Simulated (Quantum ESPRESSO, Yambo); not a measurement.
# Quasiparticle gap of BeTe (F-43m) in Yambo, part 2 of 3

Wanted: ground state, empty states, screening and self-energy for BeTe (F-43m).

Quantum ESPRESSO 7.5 and Yambo 5.3.0; PBE and many-body steps on it, plane waves. Known limits of the many-body steps: not at the basis limit; no spin-orbit coupling; coarse k mesh.

So far. Step 2 (Ground state): The gap is indirect, with the least direct gap 1.73 eV higher. Step 3 (Bands along the symmetry lines): The gap is 1.863 eV, as in the run before at this level.

The database entry behind the starting cell differs from later determinations by our own check (an axis about 1.5 % short against later determinations), so it need not match the best structure at ambient conditions.

## 4. Empty states on the mesh, 4×4×4 mesh, 515 bands

Level of this step: DFT, PBE, plane waves, norm-conserving pseudopotentials (Quantum ESPRESSO).

The sums over transitions need many empty states on a uniform mesh; this step solves for them.

The input, pw.in:

```
&control
  calculation = 'nscf'
  prefix = 'x'
  outdir = 'o'
  pseudo_dir = 'pseudo'
/
&system
  ibrav = 0
  nat = 2
  ntyp = 2
  ecutwfc = 88.0
  nbnd = 515
  force_symmorphic = .true.
/
&electrons
  conv_thr = 1e-9
  electron_maxstep = 80
  diago_full_acc = .true.
  diago_thr_init = 5e-6
/
ATOMIC_SPECIES
  Be 9.012 Be.upf
  Te 127.6 Te.upf
CELL_PARAMETERS angstrom
  0.0000000000 2.7700000000 2.7700000000
  2.7700000000 0.0000000000 2.7700000000
  2.7700000000 2.7700000000 -0.0000000000
ATOMIC_POSITIONS crystal
  Be 0.0000000000 0.0000000000 0.0000000000
  Te 0.2500000000 0.2500000000 0.2500000000
K_POINTS automatic
  4 4 4 0 0 0
```

Run with:

```console
OMP_NUM_THREADS=1 mpirun -n 4 pw.x -nk 4 -in pw.in > pw.out
```

The program printed:

```text
[banner, memory and clock lines left out]
Program PWSCF v.7.5 starts

     Atomic positions and unit cell read from directory:
     o/x.save/

     Message from routine setup:
     using ibrav=0 with symmetry is DISCOURAGED, use correct ibrav instead

     G-vector sticks info

     bravais-lattice index     =            0
     lattice parameter (alat)  =       7.4028  a.u.
     unit-cell volume          =     286.8573 (a.u.)^3
     number of atoms/cell      =            2
     number of atomic types    =            2
     number of electrons       =        28.00
     number of Kohn-Sham states=          515
     kinetic-energy cutoff     =      88.0000  Ry
     charge density cutoff     =     352.0000  Ry
     Exchange-correlation= PBE
                           (   1   4   3   4   0   0   0)

     celldm(1)=   7.402759  celldm(2)=   0.000000  celldm(3)=   0.000000
     celldm(4)=   0.000000  celldm(5)=   0.000000  celldm(6)=   0.000000

     crystal axes: (cart. coord. in units of alat)
               a(1) = (   0.000000   0.707107   0.707107 )
               a(2) = (   0.707107   0.000000   0.707107 )
               a(3) = (   0.707107   0.707107  -0.000000 )

     reciprocal axes: (cart. coord. in units 2 pi/alat)
               b(1) = ( -0.707107  0.707107  0.707107 )
               b(2) = (  0.707107 -0.707107  0.707107 )
               b(3) = (  0.707107  0.707107 -0.707107 )
     Pseudo is Norm-conserving, Zval =  4.0
     Generated using ONCVPSP code by D. R. Hamann
     Using radial grid of 1358 points,  4 beta functions with:
     Pseudo is Norm-conserving + core correction, Zval = 24.0
     Generated using ONCVPSP code by D. R. Hamann
     Using radial grid of 1294 points,  8 beta functions with:
     Be                4.00     9.01200     Be( 1.00)
     Te               24.00   127.60000     Te( 1.00)

     24 Sym. Ops. (no inversion) found

   Cartesian axes

     site n.     atom                  positions (alat units)
         1        Be     tau(   1) = (   0.0000000   0.0000000   0.0000000  )
         2        Te     tau(   2) = (   0.3535534   0.3535534   0.3535534  )

     number of k points=     8
                       cart. coord. in units 2pi/alat
        k(    1) = (   0.0000000   0.0000000   0.0000000), wk =   0.0312500
        k(    2) = (   0.1767767   0.1767767  -0.1767767), wk =   0.2500000
        k(    3) = (  -0.3535534  -0.3535534   0.3535534), wk =   0.1250000
[...]
k(    7) = (  -0.7071068   0.0000000   0.0000000), wk =   0.0937500
        k(    8) = (  -0.7071068   0.3535534   0.0000000), wk =   0.1875000

     Dense  grid:    31951 G-vectors     FFT dimensions: (  45,  45,  45)

     The potential is recalculated from file :
     o/x.save/charge-density

     Starting wfcs are   15 randomized atomic wfcs +  500 random wfcs

     Band Structure Calculation

     End of band structure calculation

          k = 0.0000 0.0000 0.0000 (  4015 PWs)   bands (ev):

  -149.6016 -99.6293 -99.6293 -99.6293 -90.8180 -26.9192 -26.9192 -26.9192
   -26.9042 -26.9042  -3.2079   9.4262   9.4262   9.4262  13.0168  13.0168
    13.0168  13.6252  17.8212  19.9977  19.9977  20.7608  20.7608  20.7608
[...]
[... 53 further rows ...]
[...]
288.1733 288.7615 288.7615

          k = 0.1768 0.1768-0.1768 (  3984 PWs)   bands (ev):

[...]
[... 53 further rows ...]
[...]
295.2579 295.2579 295.5340

          k =-0.3536-0.3536 0.3536 (  3996 PWs)   bands (ev):

[...]
71.7481  71.7481  72.3093  72.3093  72.7972  73.7089  73.7643  74.8678
     [... 53 further rows ...]
   294.4006 295.0328 295.0328 295.1141 295.3957 295.9249 295.9249 296.8193
   296.8193 297.3532 297.3532

          k = 0.3536 0.0000 0.0000 (  4016 PWs)   bands (ev):

     [... further k-points ...]

     highest occupied, lowest unoccupied level (ev):     9.4262   11.2895

     XML data file, pseudopotentials, collected wavefunctions
```

The job ended after 83 s (4 MPI ranks of Arm Neoverse V1, shared host; peak memory 1 GiB; 5.6 min of CPU time).

Numbers from this step:

| Property | Result |
| --- | --- |
| gap | 1.863 eV |
| k of the valence top | 0, 0, 0 |
| k of the conduction bottom | 0, -0.5, -0.5 |
| least direct gap | 3.591 eV |
| k points computed | 8 |
| lowest point of the top converged band, above the valence top | 279.3352 eV |

On this mesh the gap is 1.863 eV.

## 5. Conversion and set-up

This step: Yambo 5.3.0; conversion and set-up on PBE, plane waves, norm-conserving pseudopotentials.

The states are converted to the many-body program's format and the q mesh is built.

Run with:

```console
(cd o/x.save; p2y > p2y.log; mv SAVE ../..); yambo > setup.log
```

The program printed:

```text
 Yambo, version 5.3.0

 [02] CORE Variables Setup
 =========================

  [02.01] Unit cells
  ==================

  Cell kind             :  FCC
  Atoms in the cell     :  Be  Te
  number of Be atoms    :  1
  number of Te atoms    :  1

  List of atomic masses
  Mass of Be    :  9.012000
  Mass of Te    :  127.6000

  List of atomic coordinates    : [cc]
  Be1       :  0.000000  0.000000  0.000000  order 1
  Te1       :  2.617271  2.617271  2.617271  order 2

  Alat factors          :  5.234541  5.234541  5.234541 [a.u.]
  Direct lattice volume :  286.8573 [a.u.]
  Direct lattice vectors:  A[ 1 ]  A[ 2 ]  A[ 3 ]
   A[ 1 ]:  0.000000  1.000000  1.000000  [iru]
   0.000000  5.234541  5.234541  [cc]
   A[ 2 ]:  1.000000  0.000000  1.000000  [iru]
   5.234541  0.000000  5.234541  [cc]
   A[ 3 ]:  1.000000  1.000000 -0.000000  [iru]
   5.234541  5.234541 -0.000000  [cc]

  Recip. lattice volume :  0.864716 [a.u.]
  Recip. lattice vectors:  B[ 1 ]  B[ 2 ]  B[ 3 ]
   B[ 1 ]: -0.500000  0.500000  0.500000  [iku]
  -0.600166  0.600166  0.600166  [cc]
   B[ 2 ]:  0.500000 -0.500000  0.500000  [iku]
   0.600166 -0.600166  0.600166  [cc]
   B[ 3 ]:  0.500000  0.500000 -0.500000  [iku]
   0.600166  0.600166 -0.600166  [cc]

  [02.02] Symmetries
  ==================

  Inversion symmetry    : yes
  Spatial inversion     : no
  Inversion index       :  25
  K-space Time-reversal : yes
  Magnetic symmetries   : no
  Time-reversal derived K-space symmetries:   25   48
  Group table correct   : yes
  Symmetries units      :  [cc]

   [S  1]:   1.0000      0.34382E-16  0.34382E-16  0.34382E-16   1.0000     -0.34382E-16 -0.34382E-16 -0.34382E-16   1.0000
   [S  2]:  -1.0000     -0.34382E-16  0.34382E-16 -0.34382E-16  -1.0000     -0.34382E-16  0.34382E-16  0.34382E-16   1.0000
   [S  3]:  -1.0000      0.34382E-16 -0.34382E-16 -0.34382E-16   1.0000      0.34382E-16  0.34382E-16 -0.34382E-16  -1.0000
[...]
[S  9]:  0.34382E-16   1.0000      0.34382E-16 -0.34382E-16  0.34382E-16   1.0000       1.0000     -0.34382E-16 -0.34382E-16
   [S 10]:  0.34382E-16  -1.0000     -0.34382E-16 -0.34382E-16 -0.34382E-16  -1.0000       1.0000      0.34382E-16  0.34382E-16
     [... 36 further rows ...]
   [S*47]:   1.0000      0.34382E-16 -0.34382E-16  0.34382E-16 -0.34382E-16  -1.0000     -0.34382E-16   1.0000      0.34382E-16
   [S*48]:   1.0000     -0.34382E-16  0.34382E-16  0.34382E-16  0.34382E-16   1.0000     -0.34382E-16  -1.0000     -0.34382E-16

  [02.03] Reciprocal space
  ========================

  nG shells         :   328
  nG charge         :   31951
  nG WFs            :   4873
  nC WFs            :   4016
  G-vecs. in first 32 shells:  [ Number ]
     1    9   15   27   51   59   65   89  113
    137   169   181   229   259   283   307   331   339
    387   411   459   531   537   561   609   645   701
    725   749   821   869   893
  ...
[...]
K/Q-points units:
  rlu = crystal or reduced units; cc = cartesian coordinates; iku = interal k-units

  K [1]          [rlu]:  0.000000  0.000000  0.000000
         WF components:   4015
  K [2]          [rlu]: -0.15124E-17 -0.15124E-17  0.25000
         WF components:   3984
  K [3]          [rlu]:  0.30247E-17  0.30247E-17 -0.50000
         WF components:   3996
  K [4]          [rlu]: -0.97766E-18  0.25000      0.25000
         WF components:   4016
  K [5]          [rlu]:  0.18396E-16  0.25000     -0.50000
         WF components:   4008
  [... 2 further k-points ...]
  K [8]          [rlu]:  0.250000 -0.500000 -0.250000
         WF components:   3996

  [02.05] Energies & Occupations
  ==============================

  [X] === General ===
  [X] Electronic Temperature                        :  0.000000  0.000000 [eV K]
  [X] Bosonic    Temperature                        :  0.000000  0.000000 [eV K]
  [X] Finite Temperature mode                       : no
  [X] El. density                                   :  0.65870E+24 [cm-3]
  [X] Fermi Level                                   :  9.426233 [eV]

  [X] === Gaps and Widths ===
  [X] Conduction Band Min                           :  1.863269 [eV]
  [X] Valence Band Max                              :  0.000000 [eV]
  [X] Filled Bands                                  :  14
  [X] Empty Bands                                   :    15   515
  [X] Direct Gap                                    :  3.590531 [eV]
  [X] Direct Gap localized at k                     :  1
  [X] Indirect Gap                                  :  1.863269 [eV]
  [X] Indirect Gap between kpts                     :   1   7
  [X] Last valence band width                       :  3.442439 [eV]
  [X] 1st conduction band width                     :  3.467501 [eV]

  E @ K [1]:  [eV]
  -159.0278 -109.0555 -109.0555 -109.0555 -100.2442  -36.3455  -36.3455  -36.3455
   -36.330      -36.330      -12.634     -0.11963E-11 -0.47884E-12   0.0000       3.5905       3.5905
    3.59053   4.19896   8.39501  10.57148  10.57148  11.33460  11.33460  11.33460
[...]
occ @ K [1]
[...]
E @ K [2]:  [eV]
[...]
occ @ K [2]
[...]
E @ K [3]:  [eV]
[...]
occ @ K [3]
[...]
E @ K [4]:  [eV]
[...]
occ @ K [4]
[...]
E @ K [5]:  [eV]
[...]
occ @ K [5]
[...]
[... 2 further k-points ...]
  E @ K [8]:  [eV]
[...]
occ @ K [8]
[...]
0.000000  0.000000  0.000000  0.000000  0.000000  0.000000  0.000000  0.000000
   0.000000  0.000000  0.000000  0.000000  0.000000  0.000000  0.000000  0.000000

 [03] Transferred momenta grid and indexing
 ==========================================

 IBZ Q-points                                      :   8
 BZ  Q-points                                      :   64

 K/Q-points units:
 rlu = crystal or reduced units; cc = cartesian coordinates; iku = interal k-units

 Q [1]          [rlu]:  0.000000  0.000000  0.000000
 Q [2]          [rlu]: -0.61447E-17 -0.61447E-17  0.25000
 Q [3]          [rlu]:  0.12289E-16  0.12289E-16 -0.50000
[...]
Q [7]          [rlu]: -0.44291E-16 -0.50000     -0.50000
 Q [8]          [rlu]:  0.250000 -0.500000 -0.250000

  [03.01] X indexes
  =================

   [03.01.01] Sigma indexes
   ========================

 [06] Game Over & Game summary
```

Run time: 2.7 s. Hardware: 1 MPI rank; peak memory 0.25 GiB.

(Continued in part 3 of 3.)

[Paths, hosts, dates, memory and timing lines, banners, echoed tables and standing remarks are left out of the program output.]

[Logs are printed without paths, hosts, clocks, repeated set-up lines and the standing remarks that a program may print on its own settings, such as how far it seeks lower states.]

[Runs of the session that timed out or met a known fault of the program may be left out.]

[Hosts, paths, dates, database ids (printed as entryN), source tags and the programs' standing remarks are cut or masked in the printed files.]
